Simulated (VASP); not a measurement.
# TiO2 (I4_1/amd) in VASP: a series of runs

The runs below take TiO2 through single point, relaxation of cell and atoms, with PBE.

All numbers are computed with VASP 6.6.1; they aren't measurements. Logs are shortened: lines on timing, memory, paths and dates and some standing lists are left out, and cuts for length are marked.

**1. The crystal as given**

Symmetry: I4_1/amd, No. 141, tetragonal system. The conventional cell has a = 3.800 Å, b = 3.800 Å, c = 9.686 Å, α = 90.00°, β = 90.00°, γ = 90.00°. Ti (site symmetry -4m2) has 6 O at 1.95 to 2.00 Å as nearest neighbours. Around O (site symmetry 2mm) lie 3 Ti at 1.95 to 2.00 Å.

The cell is a database's computed one.

**2. Single point, PBE**

File INCAR:

```
  ALGO = Fast
  EDIFF = 1E-6
  ENCUT = 520
  GGA = PE
  ISIF = 2
  ISMEAR = 0
  LASPH = T
  LCHARG = F
  LREAL = F
  LWAVE = F
  NBANDS = 33
  NELM = 100
  PREC = Accurate
  SIGMA = 0.1
```

File KPOINTS:

```
k-points
0
Gamma
  6 6 6
```

File POSCAR:

```
TiO2
1.0
   -1.8997555805      1.8997555805      4.8432076227
    1.8997555805     -1.8997555805      4.8432076227
    1.8997555805      1.8997555805     -4.8432076227
Ti O
2 4
Direct
    0.0000000000      0.0000000000      0.0000000000
    0.7500000000      0.2500000000      0.5000000000
    0.9566413202      0.4566413202      0.5000000000
    0.2066413202      0.2066413202      0.0000000000
    0.5433586798      0.0433586798      0.5000000000
    0.7933586798      0.7933586798      0.0000000000
```

Potentials or basis: VASP PAW PBE potentials, release 64 (Ti_sv, O).

The run is started by

```console
cat potpaw_PBE.64/Ti_sv/POTCAR potpaw_PBE.64/O/POTCAR > POTCAR
mpirun -np 1 vasp_std > vasp.out
```

OUTCAR:

```text
EDIFF = 1E-6
   ENCUT = 520
   GGA = PE
   ISIF = 2
   ISMEAR = 0
   LASPH = T
   LREAL = F
   NELM = 100
   PREC = Accurate

 ion  position               nearest neighbor table
   1  0.000  0.000  0.000-   5 1.95   3 1.95   5 1.95   3 1.95   4 2.00   6 2.00
   2  0.750  0.250  0.500-   6 1.95   4 1.95   6 1.95   4 1.95   3 2.00   5 2.00
   3  0.957  0.457  0.500-   1 1.95   1 1.95   2 2.00
   4  0.207  0.207  0.000-   2 1.95   2 1.95   1 2.00
   5  0.543  0.043  0.500-   1 1.95   1 1.95   2 2.00
   6  0.793  0.793  0.000-   2 1.95   2 1.95   1 2.00

  LATTYP: Found a body centered tetragonal cell.
 ALAT       =     3.7995111610
 C/A-ratio  =     2.5493846011

  Lattice vectors:

 A1 = (  -1.8997555805,   1.8997555805,   4.8432076227)
 A2 = (   1.8997555805,  -1.8997555805,   4.8432076227)
 A3 = (   1.8997555805,   1.8997555805,  -4.8432076227)

Analysis of symmetry for initial positions (statically):
=====================================================================
 Subroutine PRICEL returns:
 Original cell was already a primitive cell.

 Routine SETGRP: Setting up the symmetry group for a
 body centered tetragonal supercell.

 Subroutine GETGRP returns: Found 16 space group operations
 (whereof  8 operations were pure point group operations)
 out of a pool of 16 trial point group operations.

The static configuration has the point symmetry D_2d.
 The point group associated with its full space group is D_4h.

Analysis of symmetry for dynamics (positions and initial velocities):
=====================================================================
 Subroutine PRICEL returns:
 Original cell was already a primitive cell.

 Routine SETGRP: Setting up the symmetry group for a
 body centered tetragonal supercell.

 Subroutine GETGRP returns: Found 16 space group operations
 (whereof  8 operations were pure point group operations)
 out of a pool of 16 trial point group operations.

The dynamic configuration has the point symmetry D_2d.
 The point group associated with its full space group is D_4h.

 Subroutine INISYM returns: Found 16 space group operations
 (whereof  8 operations are pure point group operations),
 and found     1 'primitive' translations

[... 104 lines left out ...]
   EDIFFG = 0.1E-04   stopping-criterion for IOM
   NSW    =      0    number of steps for IOM
   IBRION =     -1    ionic relax: 0-MD 1-quasi-New 2-CG
   NFREE  =      0    steps in history (QN), initial steepest desc. (CG)
   ISIF   =      2    stress and relaxation
   ISYM   =      2    0-nonsym 1-usesym 2-fastsym
   POTIM  = 0.5000    time-step for ionic-motion
   TEBEG  =    0.0;   TEEND  =   0.0 temperature during run
   PSTRESS=    0.0 pullay stress
   NELECT =      48.0000    total number of electrons
   NUPDOWN=      -1.0000    fix difference up-down
   EMIN   =  10.00;   EMAX   =-10.00  energy-range for DOS
   EFERMI =   0.00;   METHOD = LEGACY
   ISMEAR =     0;   SIGMA  =   0.10  broadening in eV -4-tet -1-fermi 0-gaus
   EFERMI_NEDOS =   21; number of points for ismear=-14 and -15
   IALGO  =     68    algorithm
   IMIX   =      4    mixing-type and parameters
     AMIX     =   0.40;   BMIX     =  1.00
     AMIX_MAG =   1.60;   BMIX_MAG =  1.00
  volume/ion in A,a.u.               =      11.65        78.64
  Fermi-wavevector in a.u.,A,eV,Ry     =   1.444195  2.729132 28.377647  2.085698
  Thomas-Fermi vector in A             =   2.562517
   LORBIT       =      0    0 simple, 1 ext, 2 COOP (PROOUT), +10 PAW based schemes
   GGA     = PE    functional components
   LHFCALC =     F    Hartree Fock is set to
   AEXX    =    0.0000 exact exchange contribution
   IVDW    =     0    specifies the selected vdW correction
   LEPSILON=     F    determine dielectric tensor
   LRPA    =     F    only Hartree local field effects (RPA)
 non-spin polarized calculation
 RMM-DIIS sequential band-by-band and
 Gauss-broadening in eV      SIGMA  =   0.10
  energy-cutoff  :      520.00
  volume of cell :       69.92
 maximum number of plane-waves:      1892
 NGX is ok and might be reduce to    42
   NGX = 21   NGY = 21   NGZ = 21

 number of electron      47.9999996 magnetization

 Free energy of the ion-electron system (eV)
  ---------------------------------------------------
  ext. energy  EPLUGINS =         0.00000000
  ---------------------------------------------------
  free energy    TOTEN  =       -53.86451121 eV

  energy without entropy =      -53.86451121  energy(sigma->0) =      -53.86451121

 E-fermi :   3.7048     XC(G=0): -10.5985

 val. band max:        3.1098857686   @ k =   0.5000   0.5000   0.0000
 cond. band min:       5.2606165445   @ k =   0.0000   0.0000   0.0000
 fundamental gap:      2.1507307759
 Fermi energy:         3.7047832327

 k-point     1 :       0.0000    0.0000    0.0000
  band No.  band energies     occupation
      1     -53.3041      2.00000
      2     -53.2526      2.00000
      3     -29.7341      2.00000
      4     -29.5149      2.00000
      5     -29.5149      2.00000
      6     -29.4529      2.00000
[... 853 lines left out ...]
     32       8.8333      0.00000
     33      11.4257      0.00000

 [... further k-points ...]

------------------------ aborting loop because EDIFF is reached ----------------------------------------

  FORCE on cell =-STRESS in cart. coord.  units (eV):
  Direction    XX          YY          ZZ          XY          YZ          ZX
  --------------------------------------------------------------------------------------
  -------------------------------------------------------------------------------------
  Total        0.3539946      0.3539946      0.4170048      0.0000000     -0.0000000      0.0000000
  in kB        8.1118276      8.1118276      9.5557128      0.0000000     -0.0000000      0.0000000
  external PRESSURE =       8.5931227 kB  Pullay stress =       0.0000000 kB

 VOLUME and BASIS-vectors are now :
 -----------------------------------------------------------------------------
  energy-cutoff  :      520.00
  volume of cell :       69.92
      direct lattice vectors                 reciprocal lattice vectors
    -1.899755580  1.899755580  4.843207623     0.000000000  0.263191752  0.103237366
     1.899755580 -1.899755580  4.843207623     0.263191752  0.000000000  0.103237366
     1.899755580  1.899755580 -4.843207623     0.263191752  0.263191752  0.000000000

 POSITION                                       TOTAL-FORCE (eV/Angst)
 -----------------------------------------------------------------------------------
      0.00000      0.00000      0.00000         0.000000      0.000000     -0.000000
      0.00000      1.89976      2.42160         0.000000      0.000000     -0.000000
      0.00000      1.89976      4.42322        -0.000000      0.000000      0.016336
      0.00000      0.00000      2.00161         0.000000     -0.000000      0.016336
      0.00000      1.89976      0.41999        -0.000000      0.000000     -0.016336
      0.00000      0.00000      7.68480         0.000000     -0.000000     -0.016336
 -----------------------------------------------------------------------------------
    total drift:                               -0.000000     -0.000000     -0.000000

  FREE ENERGIE OF THE ION-ELECTRON SYSTEM (eV)
  ---------------------------------------------------
  free  energy   TOTEN  =       -53.8645112102 eV

  energy  without entropy=      -53.8645112102  energy(sigma->0) =      -53.86451121
```

OSZICAR:

```text
N       E                     dE             d eps       ncg     rms          rms(c)
DAV:   1     0.658263031227E+03    0.65826E+03   -0.24245E+04  1980   0.168E+03
DAV:   2     0.267213183853E+02   -0.63154E+03   -0.58467E+03  2200   0.505E+02
DAV:   3    -0.662913060122E+02   -0.93013E+02   -0.91547E+02  2688   0.188E+02
DAV:   4    -0.711245438199E+02   -0.48332E+01   -0.48231E+01  2986   0.412E+01
[... 18 lines left out ...]
RMM:  23    -0.538645348053E+02    0.22579E-03   -0.81710E-04  2897   0.182E-01    0.150E-01
RMM:  24    -0.538645093167E+02    0.25489E-04   -0.22504E-04  3049   0.102E-01    0.621E-02
RMM:  25    -0.538645086387E+02    0.67795E-06   -0.72926E-05  3218   0.544E-02    0.257E-02
RMM:  26    -0.538645104518E+02   -0.18131E-05   -0.20621E-05  3056   0.246E-02    0.136E-02
RMM:  27    -0.538645112102E+02   -0.75844E-06   -0.77341E-06  2586   0.148E-02
   1 F= -.53864511E+02 E0= -.53864511E+02  d E =-.452788E-18
```

Wall time 5.2 min (1 thread of Intel Xeon Platinum 8488C (Sapphire Rapids), shared host); peak memory 0.28 GiB.

What came out:

```
Free energy            : -53.8645 eV
Pressure               : 0.9 GPa
Largest force          : 0.016 eV/Å
Band gap on the k mesh : 2.15 eV, indirect (least direct gap 2.41 eV)
```

Forces in eV/Å, atoms in the order of the input:
```
Ti   0.000  0.000  0.000
Ti   0.000  0.000  0.000
O    0.000  0.000  0.016
O    0.000  0.000  0.016
O    0.000  0.000 -0.016
O    0.000  0.000 -0.016
```

Levels at points of the mesh, in eV from the valence-band top:
| k point | band 20 | band 21 | band 22 | band 23 | band 24 | band 25 | band 26 | band 27 | band 28 | band 29 |
| --- | --- | --- | --- | --- | --- | --- | --- | --- | --- | --- |
| (0.00, 0.00, 0.00) | -0.75 | -0.75 | -0.74 | -0.37 | -0.37 | 2.15 | 2.82 | 4.00 | 4.00 | 4.01 |
| (0.50, 0.00, 0.00) | -1.86 | -1.84 | -0.84 | -0.80 | -0.59 | 3.23 | 3.50 | 3.55 | 3.57 | 4.24 |
| (0.50, 0.50, 0.00) | -2.52 | -1.94 | -1.94 | 0.00 | 0.00 | 3.26 | 3.26 | 3.73 | 3.73 | 4.82 |
| (0.50, 0.50, 0.50) | -1.28 | -1.19 | -1.19 | -0.05 | -0.05 | 2.48 | 2.48 | 3.74 | 3.74 | 4.29 |

A k mesh can miss the band edges. A hybrid or GW would open this gap; PBE tends to underestimate it.

**3. Relaxation of cell and atoms, PBE**

This run uses another cell than the first one, of 11.46 Å³/atom, 0.984 times its volume.

File INCAR:

```
SYSTEM = TiO2
ALGO = Normal ; EDIFF = 1E-6
EDIFFG = -0.04 ; ENCUT = 600
GGA = PE ; IBRION = 2
ISIF = 3 ; ISMEAR = 0
LASPH = .True. ; LCHARG = .False.
LREAL = .False. ; LWAVE = .False.
NELM = 100 ; NSW = 60
PREC = Accurate ; SIGMA = 0.1
```

File KPOINTS:

```
k-points
0
Gamma
  6 6 6
  0 0 0
```

File POSCAR:

```
TiO2
1.0
   -1.8912700000      1.8912700000      4.8075110000
    1.8912700000     -1.8912700000      4.8075110000
    1.8912700000      1.8912700000     -4.8075110000
Ti O
2 4
Direct
    0.0000000000      0.0000000000      0.0000000000
    0.7500000000      0.2500000000      0.5000000000
    0.9571520000      0.4571520000      0.5000000000
    0.2071520000      0.2071520000      0.0000000000
    0.5428480000      0.0428480000      0.5000000000
    0.7928480000      0.7928480000      0.0000000000
```

Potentials or basis: VASP PAW PBE potentials, release 64 (Ti_sv, O).

The run is started by

```console
cat potpaw_PBE.64/Ti_sv/POTCAR potpaw_PBE.64/O/POTCAR > POTCAR
mpirun -np 1 vasp_std > vasp.out
```

Run time: 6.3 min. Hardware: 1 thread of Intel Xeon Platinum 8488C (Sapphire Rapids), shared host; peak memory 0.37 GiB.

The run converged. Its results:

```yaml
Free_energy: -53.8703 eV
Relaxed_volume: 11.67 Å³/atom
Relaxed_cell: a = 5.533 Å, b = 5.533 Å, c = 5.533 Å, α = 139.77°, β = 139.77°, γ = 58.21°
Space_group_after_relaxing_to_0.05_Å: I4_1/amd (No. 141)
Energy_gained_by_relaxing: 2.5 meV/atom
Ionic_steps: 5
Pressure_after_relaxing: 0.1 GPa
Largest_force_after_relaxing: 0.015 eV/Å
Band_gap_on_the_k_mesh: 2.13 eV, indirect (least direct gap 2.41 eV)
```

Forces in eV/Å, atoms in the order of the input:
```
Ti   0.000  0.000  0.000
Ti   0.000  0.000  0.000
O    0.000  0.000 -0.015
O    0.000  0.000 -0.015
O    0.000  0.000  0.015
O    0.000  0.000  0.015
```

Stress tensor (GPa, compression positive):
```
0.02 0.00 0.00
0.00 0.02 0.00
0.00 0.00 0.23
```

The path:
| step | energy change (eV) | largest force (eV/Å) | pressure (GPa) | volume (Å³) |
| --- | --- | --- | --- | --- |
| 1 | 0.0000 | 0.0659 | 3.91 | 68.78 |
| 2 | 0.0081 | 0.1940 | -4.39 | 71.60 |
| 3 | -0.0149 | 0.0542 | 0.02 | 70.02 |
| 4 | -0.0149 | 0.0518 | 0.08 | 69.99 |
| 5 | -0.0152 | 0.0146 | 0.09 | 70.04 |

Final structure:
```
Ti O
1.0
    -1.90311    1.90311    4.83481
     1.90311   -1.90311    4.83481
     1.90311    1.90311   -4.83481
Ti O
2 4
Direct
  0.00000 0.00000 0.00000
  0.75000 0.25000 0.50000
  0.95707 0.45707 0.50000
  0.20707 0.20707 0.00000
  0.54293 0.04293 0.50000
  0.79293 0.79293 0.00000
```

Levels at points of the mesh, in eV from the valence-band top:
```
           k point  band 21  band 22  band 23  band 24  band 25  band 26  band 27  band 28
(0.00, 0.00, 0.00)    -0.75    -0.74    -0.38    -0.38     2.13     2.81     3.96     3.96
(0.50, 0.00, 0.00)    -1.84    -0.84    -0.81    -0.60     3.20     3.49     3.52     3.56
(0.50, 0.50, 0.00)    -1.95    -1.95     0.00     0.00     3.25     3.25     3.72     3.72
(0.50, 0.50, 0.50)    -1.20    -1.20    -0.07    -0.07     2.46     2.46     3.71     3.71
```

**4. Single point, PBE**

This run uses another cell than the first one, of 11.46 Å³/atom, 0.984 times its volume.

File INCAR:

```
SYSTEM = TiO2
PREC = Accurate ; ENCUT = 520
EDIFF = 1E-7 ; ISMEAR = 0
SIGMA = 0.1 ; LREAL = .FALSE.
LASPH = .TRUE. ; NELM = 100
ALGO = Normal ; ISIF = 2
LWAVE = .FALSE. ; LCHARG = .FALSE.
GGA = PE ; NBANDS = 33
```

File KPOINTS:

```
regular mesh
0
G
  6 6 6
  0 0 0
```

POSCAR is that of step 3.

The run is started by

```console
cat potpaw_PBE.64/Ti_sv/POTCAR potpaw_PBE.64/O/POTCAR > POTCAR
mpirun -np 1 vasp_std > vasp.out
```

Run time: 2.2 min. Hardware: 1 thread of Intel Xeon Platinum 8488C (Sapphire Rapids), shared host; peak memory 0.26 GiB.

Results (log left out):

* Free energy: -53.8464 eV
* Pressure: 4.1 GPa
* Largest force: 0.067 eV/Å
* Band gap on the k mesh: 2.17 eV, indirect (least direct gap 2.45 eV)

Forces on the atoms (eV/Å):
```
Ti   0.000  0.000  0.000
Ti   0.000  0.000  0.000
O    0.000  0.000  0.067
O    0.000  0.000  0.067
O    0.000  0.000 -0.067
O    0.000  0.000 -0.067
```

Stress tensor (GPa, compression positive):
```
4.06 0.00 0.00
0.00 4.06 0.00
0.00 0.00 4.22
```

Levels at points of the mesh, in eV from the valence-band top:
```
           k point  band 22  band 23  band 24  band 25  band 26  band 27
(0.00, 0.00, 0.00)    -0.74    -0.40    -0.40     2.17     2.87     4.05
(0.50, 0.00, 0.00)    -0.88    -0.80    -0.60     3.27     3.57     3.60
(0.50, 0.50, 0.00)    -1.98     0.00     0.00     3.33     3.33     3.81
(0.50, 0.50, 0.50)    -1.21    -0.06    -0.06     2.51     2.51     3.80
```

**5. Summary**

| task | cell | cutoff (eV) | gap on the mesh (eV) | pressure (GPa) | largest force (eV/Å) |
| --- | --- | --- | --- | --- | --- |
| single point | I4_1/amd, 11.65 Å³/atom | 520 | 2.15 | 0.9 | 0.02 |
| relaxation of cell and atoms | relaxed | 600 | 2.13 | 0.1 | 0.01 |
| single point | I4_1/amd, 11.46 Å³/atom | 520 | 2.17 | 4.1 | 0.07 |

Alike in all rows: level PBE; potentials or basis VASP PAW PBE potentials, release 64 (Ti_sv, O); no spin polarisation; k mesh 6 × 6 × 6; smearing gaussian 0.1 eV.

Total energies depend on the potentials used, so only differences within one code and one set of settings carry meaning.
